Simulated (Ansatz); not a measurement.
The calculation used DFT PBE, scalar-relativistic, plane waves, PAW (Ansatz). Settings: cutoff 420 eV, Γ-centred meshes spaced at most about 0.3 Å⁻¹, and about 0.25 Å⁻¹ or finer for metals (2π included), Gaussian smearing. No spin polarisation in the final relaxations.

Temperature and zero-point effects are left out.

Two forms of SiNi3 were relaxed alike.

A. Space group P-6m2 (No. 187), hexagonal, a = 3.909 Å, c = 4.201 Å. Around Si lie 2 Ni at 2.10 Å and 3 Ni at 2.26 Å; Ni on its first site is surrounded by 3 Si at 2.26 Å; Ni on its second site has 2 Si at 2.10 Å and 3 Ni at 2.26 Å; Ni on its third site has 3 Ni at 2.26 Å.

B. Space group R-3m (No. 166), trigonal, a = 4.742 Å, c = 10.891 Å. Around Si lie 6 Ni at 2.27 Å; Ni has 2 Si at 2.27 Å and 4 Ni at 2.37 Å.

**Question.** Which form is favoured at zero pressure, and by what margin per atom?

**Answer.** A is lower, by 185 meV/atom. A has space group P-6m2 (No. 187), 13.9 Å³/atom and no gap on its mesh; B has space group R-3m (No. 166), 17.7 Å³/atom and no gap. Counting Ni atoms around Si (those within 1.25 times the shortest such distance or 1.15 times the sum of covalent radii), A has Si 5 and B has Si 6. The denser one is the lower, and pressure would at first widen the difference. Even the lower one lies +0.35 eV/atom against the reference forms of the elements (uncorrected), so neither is stable at this level. Both come from invented guesses. A third cell relaxed alike, in Pm-3m (a cell as deposited in COD), lies 0.80 eV/atom below the lower of the two.

Trial moments died out on the coarse mesh in P-6m2 and R-3m; another magnetic start might hold. Cells relaxed within their symmetry can be saddle points.

The 185 meV/atom preference for the P-6m2 form doesn't follow the number of Si–Ni contacts, since Si has 5 Ni neighbours there and 6 in the less favourable R-3m form. In a nickel-rich silicide, cohesion comes from Ni d–Si p hybridisation together with delocalised metallic bonding, which generally rewards efficient packing. The open R-3m framework, at 17.7 Å³/atom, probably gives up too much of this metallic contribution for its extra Si–Ni contact to repay.

The same argument accounts for the much lower Pm-3m cell, if it is the familiar ordered face-centred cubic Ni3Si, in which each Si is surrounded by a close-packed shell of Ni. Its 0.80 eV/atom advantage over P-6m2 more than offsets the latter's +0.35 eV/atom, placing it below the elements, as expected for a known compound. The positive formation energies therefore reflect unfavourable atomic arrangements, not a lack of affinity between Ni and Si. The ordering of the two trial forms has no bearing on the ground state.
